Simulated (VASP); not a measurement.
CaO:

```xyz
2
Lattice="0.0000 2.3871 2.3871 2.3871 0.0000 2.3871 2.3871 2.3871 0.0000" Properties=species:S:1:pos:R:3 pbc="T T T"
Ca    0.0000    0.0000    0.0000
O     2.3871    2.3871    2.3871
```

Program: VASP 6.6.1. Alike in all runs: task band structure; potentials or basis VASP PAW PBE potentials, release 64 (Ca_sv, O); no spin polarisation; cell as given; k mesh 8 × 8 × 8; cutoff (eV) 520; smearing gaussian 0.02 eV.

Task: Order these runs on this cell by their band gap on the k mesh, lowest first.
A. level r2SCAN
B. level TB-mBJ
C. level PBEsol

Result: C (3.52 eV), A (4.18 eV), B (5.28 eV).

